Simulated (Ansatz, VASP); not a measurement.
## Two plane-wave programs on Sc

Contents of INCAR:

```
SYSTEM = Sc
PREC     = Accurate       ! precision mode
ENCUT    = 520            ! plane-wave cutoff, eV
EDIFF    = 1E-6           ! SCF threshold, eV
ISMEAR   = -1             ! smearing method
SIGMA    = 0.05           ! smearing width, eV
LREAL    = .False.        ! projectors in reciprocal space
LASPH    = .True.         ! aspherical terms in the spheres
NELM     = 80             ! most SCF steps
ALGO     = Normal         ! electronic algorithm
ISIF     = 2              ! what is computed and relaxed
LWAVE    = .False.        ! write WAVECAR
LCHARG   = .False.        ! write CHGCAR
GGA      = PS             ! functional
NBANDS   = 12             ! bands
```

File KPOINTS:

```
Automatic mesh
0
Gamma
  9 9 9
  0 0 0
```

POSCAR

```
Sc
1.0
    0.0000000000      2.2216875138      2.2216875138
    2.2216875138      0.0000000000      2.2216875138
    2.2216875138      2.2216875138      0.0000000000
Sc
1
Direct
    0.0000000000      0.0000000000      0.0000000000
```

Input for Ansatz:

```yaml
crystal:
  lattice:
    - [0.0, 2.221687513830922, 2.221687513830922]
    - [2.221687513830922, 0.0, 2.221687513830922]
    - [2.221687513830922, 2.221687513830922, 0.0]
  atoms:
    - { symbol: Sc, position: [0.0, 0.0, 0.0] }
basis:
  ecutwfc: 500.0
kpoints:
  mp_grid:
    grid: [9, 9, 9]
hamiltonian:
  xc: pbesol
scf:
  occupations:
    method: fermi_dirac
    width: 0.05
output:
  stress: true
```

This isn't the form of Sc at room conditions, which is hcp.

Alike in both runs: task single point; functional PBEsol; k mesh 9 × 9 × 9; occupations fermi-dirac, width 0.05 eV; no spin polarisation.

```csv
,VASP,Ansatz
version,VASP 6.6.1,Ansatz 0.2.0
potentials or method,"VASP PAW PBE potentials, release 64 (Sc_sv)","plane waves, PAW"
plane-wave cutoff (eV),520,500
valence electrons in the cell,11,11
```

```csv
,VASP,Ansatz,Ansatz less VASP
pressure (GPa),4.5,4.4,-0.03
```

The functional is the same, so the differences come from potentials, cutoffs and numerics.

Caveats: the PAW data sets were made with another functional, which shifts forces and pressure a little (VASP).
